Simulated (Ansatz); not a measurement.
The system is Al2O3.

```xyz
10
Lattice="4.6138 0.0000 0.0000 0.0000 9.5633 0.0000 0.0000 0.0000 3.1199" Properties=species:S:1:pos:R:3 pbc="T T T"
Al    4.5352    7.8856    0.0000
Al    0.0785    1.6777    0.0000
Al    2.2283    6.4593    1.5599
Al    2.3854    3.1040    1.5599
O     2.3069    4.7816    1.5599
O     0.5704    7.2016    1.5599
O     1.7365    2.4200    0.0000
O     2.8773    7.1433    0.0000
O     0.0000    0.0000    0.0000
O     4.0434    2.3617    1.5599
```

Measurements of this composition are mostly on another form, of space group No. 167.

| Quantity | Value |
| --- | --- |
| Program | Ansatz 0.2.0 |
| Task | relaxation of cell and atoms |
| Functional | PBE |
| Potentials or basis | Ansatz PAW |
| Cutoff | 420 eV (not typed: the program's choice for these potentials) |
| k mesh | 6 × 3 × 9 |
| Occupations | fermi-dirac, width 0.05 eV |
| Spin | no spin polarisation |

At the start: volume 13.77 Å³/atom.

Q: How do energy, volume and symmetry change on relaxing?

A: It ends after 12 steps and the volume is 13.84 Å³/atom (+0.5 %); space group Pnnm (No. 58, to 0.05 Å).

Step by step:
| step | energy change (eV) | largest force (eV/Å) | volume (Å³) |
| --- | --- | --- | --- |
| 1 | 0.0000 | 0.1904 | 137.66 |
| 2 | -0.0629 | 0.1347 | 138.48 |
| 3 | -0.1297 | 0.1203 | 140.08 |
| 4 | -0.1531 | 0.0693 | 139.72 |
| 5 | -0.1622 | 0.2974 | 139.43 |
| 6 | -0.1765 | 0.0287 | 138.36 |
| 7 | -0.1772 | 0.0077 | 138.20 |
| 8 | -0.1771 | 0.0050 | 138.21 |
| 9 | -0.1835 | 0.0045 | 138.21 |
| 10 | -0.1831 | 0.0255 | 138.37 |
| 11 | -0.1832 | 0.0018 | 138.40 |
| 12 | -0.1840 | 0.0018 | 138.40 |

Final structure:
```
Al O
1.0
     4.71343    0.00000    0.00000
     0.00000    9.70403    0.00000
     0.00000    0.00000    3.02587
Al O
4 6
Direct
  0.06759 0.82951 0.00000
  0.93241 0.17049 0.00000
  0.56759 0.67049 0.50000
  0.43241 0.32951 0.50000
  0.50000 0.50000 0.50000
  0.24458 0.77286 0.50000
  0.25542 0.27286 0.00000
  0.74458 0.72714 0.00000
  0.00000 0.00000 0.00000
  0.75542 0.22714 0.50000
```

Caveat: the plane-wave basis is chosen anew once the cell has moved, so the energies of steps on either side of that aren't comparable; the pressure holds a Pulay correction of +0.5 GPa for the finite cutoff.
